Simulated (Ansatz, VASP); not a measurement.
AlN: VASP beside Ansatz

```
Al N
1.0
     3.25814    0.00000    0.00000
    -1.62907    2.82164    0.00000
     0.00000    0.00000    4.11766
Al N
2 2
Cartesian
  0.0000 1.8811 3.2140
  1.6291 0.9405 1.1552
  0.0000 1.8811 0.7871
  1.6291 0.9405 2.8460
```

Change from the starting cell: mode 4 frozen in at -0.246 Å, equal normal strain along x, y and z -0.0167.

Alike in both runs: task single point; functional PBE; k mesh 9 × 9 × 6; occupations gaussian, width 0.05 eV; no spin polarisation.

|  | VASP | Ansatz |
| --- | --- | --- |
| version | VASP 6.6.1 | Ansatz 0.2.0 |
| potentials or method | VASP PAW PBE potentials, release 64 (Al, N) | scalar-relativistic, plane waves, PAW |
| plane-wave cutoff (eV) | 520 | 520 |
| valence electrons in the cell | 16 | 16 |

|  | VASP | Ansatz | Ansatz less VASP |
| --- | --- | --- | --- |
| gap on the k mesh at the Fermi level (eV) | 4.17 | 4.16 | -0.010 |
| least direct gap on the mesh (eV) | 4.17 | 4.16 | -0.010 |
| pressure (GPa) | 28.2 | 28.2 | +0.08 |
| largest component of the traceless stress (GPa) | 50.66 | 50.32 | -0.346 |
| rms of the force components (eV/Å) | 2.345 | 2.335 | -0.0102 |

Atom by atom the forces differ by 0.010 eV/Å (rms over components). The functional is the same, so the differences come from potentials, cutoffs and numerics.

Caveats: so large a pressure means that the cell lies far from this level's equilibrium, or that cutoff or potentials fall short (VASP); an odd mesh through Γ misses points on the zone boundary, where band edges often lie; forces of over 1 eV/Å show positions far from the minimum, so gaps and moduli don't describe the material at rest.
